In the table, level under 1 is the highest filled level at a point of the reciprocal cell and level over 1 the lowest empty one. Both are counted from the valence top, and their difference is the gap at that point. Point 1 is the zone centre, Γ, where the electron wave repeats with the same sign in every layer of the crystal. Point 7, called Z, lies on the stacking axis; there the wave changes sign from each layer to the next.

Kohn-Sham levels of Bi2Se3 (R-3m, 5-atom cell) from ABINIT 10.8.3 with the LDA functional and JTH PAW LDA v2.0 datasets, without spin polarisation or spin-orbit coupling. The run used a 6×6×6 k mesh, a plane-wave cutoff of 408.171 eV and Fermi-Dirac smearing of 0.05 eV. Levels are counted from the valence top and numbered outward from the gap.

```
point a (reciprocal cell vector)  point b (reciprocal cell vector)  point c (reciprocal cell vector)  level point (row)  level under 3 (eV)  level under 2 (eV)  level under 1 (eV)  level over 1 (eV)
                          0.0000                            0.0000                            0.0000                  1              -1.160              -1.160               0.000              0.102
                          0.3333                            0.0000                            0.0000                  2              -1.448              -1.184              -0.569              0.942
                         -0.1667                            0.1667                            0.0000                  3              -1.063              -0.660              -0.587              1.220
                          0.3333                            0.3333                            0.0000                  4              -1.632              -1.493              -1.350              1.541
                         -0.3333                            0.3333                            0.0000                  5              -1.785              -1.272              -0.674              1.608
                          0.5000                            0.5000                            0.0000                  6              -1.885              -1.598              -0.994              1.267
                          0.5000                            0.5000                            0.5000                  7              -1.329              -1.329              -0.487              0.563
```

1. Where is the gap smallest, and how special is that place?

It is smallest at Γ, with 0.102 eV, and Γ also holds both band edges of the whole mesh. The next smallest gap in the table is the one at Z, 1.050 eV, about ten times as large. The narrow gap therefore belongs to a small region around Γ and not to the bands as a whole. Points 2 to 6 differ from Γ within the layers too, while the step from Γ to Z changes only the pattern from layer to layer. The next answers explain that step, not the still larger gaps at points 2 to 6.

2. Which edge moves when the sign pattern changes?

Both do, by nearly the same amount. From Γ to Z the highest filled level falls by 0.487 eV and the lowest empty level rises by 0.461 eV. In the limit of layers that don't feel each other, both shifts would vanish, because the relative sign of two separate layers has no effect on the energy. Shifts of half an electronvolt show that the layers, though weakly bound to each other, are well coupled electronically at these edges.

3. Why does the coupling narrow the gap at Γ instead of widening it?

The usual picture of this compound builds both edges from p orbitals that point along the stacking axis, called pz. In the valence edge, the lobes that face each other across the space between two layers have opposite signs at Γ. That is an antibonding contact, and it pushes the level up. In the conduction edge the facing lobes have equal signs, which is a bonding contact and pulls the level down. The two edges thus approach each other at Γ, and at Z, where every second layer is reversed, they move apart.

The table supports the part played by orbital direction. Levels under 2 and 3 coincide at Γ and at Z, and at no other listed point. This is what symmetry demands of a px and py pair on a threefold axis when spin-orbit coupling is left out. Such orbitals lie in the plane of the layers and are expected to couple less strongly to the next one. Their common level moves by just 0.169 eV between Γ and Z, about a third of the shift of either edge. The orbital names and the signs of the facing lobes come from symmetry and known chemistry, while the degeneracy and the unequal shifts are results of the calculation.

4. Can one coupling between neighbouring layers describe the whole path from Γ to Z?

The simplest model gives each layer one orbital of energy ε for each edge and couples it to the same orbital in the next layer with strength t. If the phase of the wave advances by an angle φ from layer to layer, the energy is

E(φ) = ε + 2t cos φ

Γ has φ = 0 and Z has φ = 180°. The difference of two such edges is again a cosine, so the gap g follows from its two end values:

g(φ) = g(Γ) + [g(Z) − g(Γ)] × (1 − cos φ)/2

The first mesh point on the way from Γ to Z has φ = 60°, where the last factor is one quarter. The model then gives

g(60°) = 0.102 + (1.050 − 0.102) × 0.25 = 0.339 eV

Points 1 and 7 fix the curve and so can't test it. A test comes from the smearing of the run, which fills the levels near the Fermi energy only in part and adds an entropy term to the energy. Levels close to the Fermi energy add much to this term, and distant ones almost nothing. The partly filled edges at Γ supply 82% of the reported term. With the cosine levels at 60° added, the sum exceeds the reported term by 23%.

The cosine therefore holds the edges too close together near Γ. If both shifts are stretched by the same factor and no other mesh point contributes, the reported term calls for a gap of about 0.44 eV at 60°. The output printed after this text gives this comparison. The simple model has the right direction, but the calculated gap opens faster as one leaves Γ.

A likely reason is a second kind of coupling, between the two edges themselves. At Γ they behave oppositely under inversion through the centre of the crystal, so they can't mix. A short way along the axis this ban is lifted, and two levels that mix repel each other. Coupling to the second-nearest layer would also distort the cosine, and the smearing term alone doesn't tell the two causes apart.

5. What would change if the layers were moved apart or pressed together?

The limiting cases give the direction. As the layers separate, t goes to zero and both edges become flat along the axis. If ε of each edge stays as it is, the gaps at Γ and Z meet at a value between their present ones, so the gap at Γ grows. Pressing the layers together strengthens the contact and at first narrows it further. This is an argument from the model, since all the points belong to one structure.

The number at Γ also depends on the inside of each layer, and there the structure is not fully at rest. Forces of 0.146 eV/Å along the stacking axis remain on the bismuth atoms, while the outer selenium atoms, which face the next layer, feel only 0.008 eV/Å. Letting the atoms relax would therefore first shift the bismuth sheets within the layers, and with them the energies ε of the two edges. How far the gap would move is untested, but it has little room before it closes.

6. Does the partial filling at Γ mean that the material conducts?

No, the partial filling comes from a setting. The smearing width of 0.05 eV is half the gap at Γ and corresponds to an electron temperature of roughly 600 K. It leaves the valence edge there 26% empty and the conduction edge 27% filled. These are not carriers from dopants or defects, and they shouldn't be read as a carrier density at room temperature. A narrower smearing would remove most of them, while the coupling between the layers would stay.

7. What would change if spin-orbit coupling were switched on, or bismuth replaced by a lighter element?

Spin-orbit coupling is a large effect that this run leaves out. For the outer p electrons of a bismuth atom it causes a splitting of roughly 2 eV (a recalled value), about twenty times the gap at Γ. It is well established that in Bi2Se3 this coupling drives the two edges past each other at Γ and opens a new gap between the exchanged levels. That exchange makes the compound a topological insulator. The calculated 0.102 eV separates the edges before the exchange, so agreement with a measured gap would not confirm it.

A lighter element in place of bismuth would weaken the spin-orbit coupling. It might also favour another crystal structure; the argument here assumes that the layers stay as they are. Whether the edges still exchange would depend on how that weaker coupling compares with the gap that exists without it. A small gap at Γ before the coupling is switched on favours the exchange, and strong contact between the layers helps to make it small.

8. Which digits can be trusted?

Comparisons within the run are the safest part. That the gap at Γ is far smaller than at the other listed points rests on differences of about 1 eV or more, well above the printed precision. The third decimal of 0.102 eV describes this structure and these settings, not the material. For the electron density of this run the value is an upper bound on the gap, because the true edges may lie between mesh points and the gap may close there. The local density approximation usually makes gaps too small, but so close to an exchange of the edges its error can't be repaired by adding a constant.

In practice, a calculation of this compound should keep Γ in the mesh, since every other listed point has a gap of more than 1 eV. The atomic positions should then be relaxed and spin-orbit coupling included before any gap is compared with experiment.

The analysis program printed:

```
Gaps and edge shifts from the zone centre in eV and wave vectors in 1/A:
      row    gap  conduction rise  valence fall  under 2 less under 3  k in plane  k along axis
      0.0  0.102                0             0                     0           0             0
   0.3333  1.511             0.84         0.569                 0.264      0.5838       0.07313
  -0.1667  1.807            1.118         0.587                 0.403      0.5057             0
   0.3333  2.891            1.439          1.35                 0.139      0.5838        0.1463
  -0.3333  2.282            1.506         0.674                 0.513       1.011             0
      0.5  2.261            1.165         0.994                 0.287      0.8758        0.2194
      0.5   1.05            0.461         0.487                     0           0        0.3291
Repeat distance of the layers in A: 9.545
Gap at Z over gap at the zone centre: 10.29
Fall of the doublet from the zone centre to Z in eV: 0.169
Valence edge fall over doublet fall on the axis: 2.882
Conduction edge rise over doublet fall on the axis: 2.728
Empty part of the valence edge at the zone centre in percent: 26.11
Filled part of the conduction edge at the zone centre in percent: 26.9
Share of the zone centre in the reported smearing term in percent: 81.97
Smearing term from the cosine over the reported one: 1.228
Gap at one sixth of the period from the cosine in eV: 0.339
Gap there that fits the reported smearing term in eV: 0.4448
Rough recalled Bi 6p spin-orbit splitting of 2 eV over the gap: 19.61
```
